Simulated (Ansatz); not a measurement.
# SnTe (F-43m) in Ansatz: convergence with k mesh

Aim: find how far k mesh must go before the results for SnTe settle, at PBEsol. This setting moves, with any that are tied to it; all else stays.

Program: Ansatz 0.2.0. These are calculated values, not measurements. Logs are shortened: lines on timing, memory, paths and dates and some standing lists are left out, and cuts for length are marked.

## (1) Starting point

Symmetry: F-43m, No. 216, cubic system. The conventional cell has a = 7.222 Å, b = 7.222 Å, c = 7.222 Å, α = 90.00°, β = 90.00°, γ = 90.00°. Te (site symmetry -43m) has 4 Sn at 3.13 Å as nearest neighbours. Around Sn (site symmetry -43m) lie 4 Te at 3.13 Å.

Measurements of this composition are mostly on another form, of space group No. 225.

## (2) With k mesh 2 × 2 × 2

Input file input.yaml:

```yaml
crystal:
  lattice:
    - [0.0, 3.611146, 3.611146]
    - [3.611146, 0.0, 3.611146]
    - [3.611146, 3.611146, 0.0]
  atoms:
    - { symbol: Te, position: [0.25, 0.25, 0.25] }
    - { symbol: Sn, position: [0.0, 0.0, 0.0] }
hamiltonian:
  xc: pbesol
  pseudopotentials: { kind: paw_fr }
magnetization:
  noncollinear: true
  spin_orbit: true
kpoints:
  mp_grid: { grid: [2, 2, 2] }
scf:
  occupations: { method: fermi_dirac, width: 0.05 }
output:
  forces: true
  stress: true
  eigenvalues: true
```

Potentials or basis: Ansatz PAW.

Started as:

```sh
> ansatz run input.yaml --threads 2 --pin off --max-ram 5632MiB --backend cpu --events-out ev --progress --plain --runs-dir out
```

It took 1.4 s on 2 threads of Arm Neoverse V2, shared host; peak memory 0.49 GiB.

Results:

```yaml
Free_energy: -12856.1601 eV
Pressure: -2.5 GPa
Band_gap_on_the_k_mesh: 0.76 eV, direct
```

## (3) With k mesh 3 × 3 × 3

Edit input.yaml of step 2 so:

```diff
@@ -15,3 +15,3 @@
 kpoints:
-  mp_grid: { grid: [2, 2, 2] }
+  mp_grid: { grid: [3, 3, 3] }
 scf:
```

Potentials or basis: Ansatz PAW.

Started as:

```sh
> ansatz run input.yaml --threads 2 --pin off --max-ram 5632MiB --backend cpu --events-out ev --progress --plain --runs-dir out
```

Run time: 1.9 s. Hardware: 2 threads of Arm Neoverse V2, shared host; peak memory 0.51 GiB.

What came out:

```yaml
Free_energy: -12855.9845 eV
Pressure: -2.1 GPa
Band_gap_on_the_k_mesh: 0.67 eV, indirect (least direct gap 0.93 eV)
```

## (4) With k mesh 4 × 4 × 4

Edit input.yaml of step 3 so:

```diff
@@ -15,3 +15,3 @@
 kpoints:
-  mp_grid: { grid: [3, 3, 3] }
+  mp_grid: { grid: [4, 4, 4] }
 scf:
```

Started as:

```sh
> ansatz run input.yaml --threads 2 --pin off --max-ram 5632MiB --backend cpu --events-out ev --progress --plain --runs-dir out
```

It took 3.3 s on 2 threads of Arm Neoverse V2, shared host; peak memory 0.55 GiB.

Results:

```yaml
Free_energy: -12855.8967 eV
Pressure: -1.8 GPa
Band_gap_on_the_k_mesh: none (metal or under the smearing width)
```

## (5) With k mesh 5 × 5 × 5

Edit input.yaml of step 4 so:

```diff
@@ -15,3 +15,3 @@
 kpoints:
-  mp_grid: { grid: [4, 4, 4] }
+  mp_grid: { grid: [5, 5, 5] }
 scf:
```

Started as:

```sh
> ansatz run input.yaml --threads 2 --pin off --max-ram 5632MiB --backend cpu --events-out ev --progress --plain --runs-dir out
```

Run time: 3.8 s. Hardware: 2 threads of Arm Neoverse V2, shared host; peak memory 0.56 GiB.

What came out:

```yaml
Free_energy: -12855.8693 eV
Pressure: -1.4 GPa
```

## (6) With k mesh 6 × 6 × 6

Edit input.yaml of step 5 so:

```diff
@@ -15,3 +15,3 @@
 kpoints:
-  mp_grid: { grid: [5, 5, 5] }
+  mp_grid: { grid: [6, 6, 6] }
 scf:
```

Potentials or basis: Ansatz PAW.

Started as:

```sh
> ansatz run input.yaml --threads 2 --pin off --max-ram 5632MiB --backend cpu --events-out ev --progress --plain --runs-dir out
```

Run time: 5.6 s. Hardware: 2 threads of Arm Neoverse V2, shared host; peak memory 0.59 GiB.

It converged, with:

* Free energy: -12855.8696 eV
* Pressure: -1.4 GPa
* Band gap on the k mesh: none (metal or under the smearing width)

## (7) With k mesh 7 × 7 × 7

Edit input.yaml of step 6 so:

```diff
@@ -15,3 +15,3 @@
 kpoints:
-  mp_grid: { grid: [6, 6, 6] }
+  mp_grid: { grid: [7, 7, 7] }
 scf:
```

Started as:

```sh
> ansatz run input.yaml --threads 2 --pin off --max-ram 5632MiB --backend cpu --events-out ev --progress --plain --runs-dir out
```

Wall time 6.8 s (2 threads of Arm Neoverse V2, shared host); peak memory 0.6 GiB.

Results (log left out):

- Free energy: -12855.8692 eV
- Pressure: -1.4 GPa
- Band gap on the k mesh: 0.11 eV, indirect (least direct gap 0.71 eV)

## (8) With k mesh 9 × 9 × 9

Edit input.yaml of step 7 so:

```diff
@@ -15,3 +15,3 @@
 kpoints:
-  mp_grid: { grid: [7, 7, 7] }
+  mp_grid: { grid: [9, 9, 9] }
 scf:
```

Started as:

```sh
> ansatz run input.yaml --threads 2 --pin off --max-ram 5632MiB --backend cpu --events-out ev --progress --plain --runs-dir out
```

Run time: 12 s. Hardware: 2 threads of Arm Neoverse V2, shared host; peak memory 0.67 GiB.

The run converged. Its results:

```yaml
Free_energy: -12855.8705 eV
Pressure: -1.4 GPa
Band_gap_on_the_k_mesh: none (metal or under the smearing width)
```

## (9) With k mesh 11 × 11 × 11

Edit input.yaml of step 8 so:

```diff
@@ -15,3 +15,3 @@
 kpoints:
-  mp_grid: { grid: [9, 9, 9] }
+  mp_grid: { grid: [11, 11, 11] }
 scf:
```

Potentials or basis: Ansatz PAW.

Started as:

```sh
> ansatz run input.yaml --threads 2 --pin off --max-ram 5632MiB --backend cpu --events-out ev --progress --plain --runs-dir out
```

The program printed:

```text
Warning: RAYON_NUM_THREADS=2 ignored (pool sized by the plan → 2); use --threads N
Engine: ansatz 0.2.0, aarch64-unknown-linux-gnu
Pseudopotentials: kind: paw_fr
Pseudopotential: Te, paw_fr, valence charge 16, recommended cutoff 420 eV (normal), Te.paw.azcp#standard-fr
Pseudopotential: Sn, paw_fr, valence charge 14, recommended cutoff 420 eV (normal), Sn.paw.azcp#standard-fr
Functional definition: PBEsol
  exchange = pbesol_x
  correlation = pbesol_c
non-collinear run that drives no moment, with spin-orbit: no starting moment large enough to seed its density (crystal.atoms[].spin), no starting occupations that ask for one, no magnetisation constraint and no magnetic field, so the semilocal B_xc is pinned to zero
Crystal: 2 atoms, lattice volume = 94.181 Å³
Basis set: ecut = 420 eV, 1837 PW (Γ), exchange–correlation on 72×72×72 points (8 copies of the dense FFT grid, shifted against one another)
Bands: 38, of which v1, the nominal top of the filled ones, is band 30 counted from 1 (29 counted from 0)
Symmetry: 24 space group operations + 24 with time reversal
Magnetic group: BNS 216.75 (UNI 1577), of the structure as read, at distance tolerance 4.5e-5 Å
k-points: 56 of 1331 (time reversal used)
Projection manifold: j_resolved (fully-relativistic pseudo-atomic orbitals)
Non-local potential: Te, projectors of the file, l = 0: 2, l = 1: 4, l = 2: 4, l = 3: 4
Non-local potential: Sn, projectors of the file, l = 0: 2, l = 1: 4, l = 2: 4, l = 3: 4
PAW form: soft (Blöchl's): semilocal exchange-correlation on the pseudo side does not see the compensation charge
[... 26 lines left out ...]
E sigma→0 (E₀):  -12855.868548 eV
Entropy (-TS):   -0.003253 eV (-1.627 meV/atom)
Fermi energy:    4.955086 eV
--- Per-component energies (eV) ---
  E_band       = -486.219551
  E_kinetic    = 365.070140
  E_local      = -3027.538904  (includes V_loc(G=0)·N_el)
  E_nonlocal   = -338.451857
  E_hartree    = 1721.552525
  E_xc         = -502.374366
  E_vxc        = -199.874794  (∫ρ·V_xc dr)
  E_paw        = -8650.730854  (= ΣΔE_a)
  E_vpaw       = -728.529184  (= ΣTr[D̂ρ^β])
  E_aug_tail   = -0.000212  (compensation charges beyond the density's cutoff)
  E_ewald      = -2424.059948
  E_core_change = 0.666554  (= ΣΔE_core)
  E_smearing   = -0.003253  (= −TS)
  E_closure    = 0.000000  (closes the sum)
  Σ components = -12855.870175   (vs F -12855.870175, Δ=0.00e0)
--- Forces (eV/Å), atoms counted from 1 ---
  atom   1  Te     0.00000000    -0.00000000    -0.00000000
  atom   2  Sn    -0.00000000    -0.00000000     0.00000000
  max |Σ_I F_I| component: 3.70e-16 eV/Å
--- Stress (GPa, compression-positive) ---
       -1.406054       0.000000      -0.000000
        0.000000      -1.406054       0.000000
       -0.000000       0.000000      -1.406054
  P = ⅓ Tr σ = -1.4061 GPa (-14.061 kbar)
--- Band table (eV; the first three rows and the last of 56) ---
  k-point 0: bands = ["-32.5885", "-32.5885", "-32.5885", "-32.5885", "-31.1214", "-31.1214", "-31.1198", "-31.1198", "-31.1198", "-31.1198", "-17.4565", "-17.4565", "-17.4565", "-17.4565", "-16.4191", "-16.4191", "-16.4129", "-16.4129", "-16.4129", "-16.4129", "-6.6992", "-6.6992", "-0.3506", "-0.3506", "2.3823", "2.3823", "3.1600", "3.1600", "3.1600", "3.1600", "5.4812", "5.4812", "6.0155", "6.0155", "6.0155", "6.0155", "8.8287", "8.8287"]
  k-point 1: bands = ["-32.5885", "-32.5885", "-32.5885", "-32.5885", "-31.1214", "-31.1214", "-31.1198", "-31.1198", "-31.1198", "-31.1198", "-17.4565", "-17.4564", "-17.4564", "-17.4563", "-16.4191", "-16.4191", "-16.4129", "-16.4129", "-16.4129", "-16.4126", "-6.6640", "-6.6640", "-0.5276", "-0.5276", "2.3853", "2.3853", "3.1022", "3.1034", "3.1470", "3.1470", "5.5959", "5.5959", "6.0440", "6.0440", "6.1084", "6.1100", "9.1054", "9.1054"]
  k-point 2: bands = ["-32.5885", "-32.5885", "-32.5885", "-32.5885", "-31.1214", "-31.1214", "-31.1199", "-31.1199", "-31.1198", "-31.1198", "-17.4565", "-17.4564", "-17.4564", "-17.4562", "-16.4189", "-16.4189", "-16.4131", "-16.4131", "-16.4127", "-16.4123", "-6.5646", "-6.5646", "-0.9545", "-0.9545", "2.3420", "2.3420", "2.9641", "2.9659", "3.0947", "3.0947", "5.9056", "5.9056", "6.2257", "6.2257", "6.3333", "6.3359", "9.7269", "9.7269"]
  k-point 55: bands = ["-32.5885", "-32.5885", "-32.5885", "-32.5884", "-31.1213", "-31.1213", "-31.1198", "-31.1198", "-31.1198", "-31.1198", "-17.4576", "-17.4564", "-17.4554", "-17.4549", "-16.4202", "-16.4166", "-16.4137", "-16.4125", "-16.4118", "-16.4117", "-5.9549", "-5.9480", "-2.5104", "-2.4528", "1.1783", "1.4641", "1.6324", "1.7102", "4.5303", "4.9823", "6.0213", "6.2933", "7.0866", "7.1632", "7.9169", "8.0119", "9.8239", "10.0619"]
```

It took 19 s on 2 threads of Arm Neoverse V2, shared host; peak memory 0.76 GiB.

Results:

```yaml
Free_energy: -12855.8702 eV
Pressure: -1.4 GPa
Band_gap_on_the_k_mesh: none (metal or under the smearing width)
```

## (10) Result

| k mesh | energy less the tightest run, at zero smearing (meV/atom) | pressure (GPa) | gap on the mesh (eV) | SCF cycles | CPU time (s) | peak memory (GiB) |
| --- | --- | --- | --- | --- | --- | --- |
| 2 × 2 × 2 | -145.71 | -2.46 | 0.763 | 7 | 2.5 | 0.49 |
| 3 × 3 × 3 | -57.88 | -2.15 | 0.673 | 7 | 3.7 | 0.51 |
| 4 × 4 × 4 | -12.77 | -1.85 | 0.000 | 8 | 6.4 | 0.55 |
| 5 × 5 × 5 | 0.97 | -1.40 | - | 7 | 7.4 | 0.56 |
| 6 × 6 × 6 | 0.42 | -1.40 | 0.000 | 7 | 11 | 0.59 |
| 7 × 7 × 7 | 0.50 | -1.38 | 0.114 | 7 | 13 | 0.6 |
| 9 × 9 × 9 | -0.24 | -1.42 | 0.000 | 8 | 23 | 0.67 |
| 11 × 11 × 11 | 0.00 | -1.41 | 0.000 | 8 | 37 | 0.76 |

Against the tightest run, the energy stays within 1 meV/atom from 5 × 5 × 5 on; the pressure stays within 0.1 GPa from 5 × 5 × 5 on; the gap on the mesh stays within 0.01 eV from 9 × 9 × 9 on. Meshes of other sizes hit other points, so gaps and Fermi surfaces needn't settle smoothly. The tightest run that finished is the yardstick and may itself not be fully converged.

Caveats: the PAW data sets come from PBE, with cores solved anew for the run's functional, which leaves a small shift of forces and pressure.
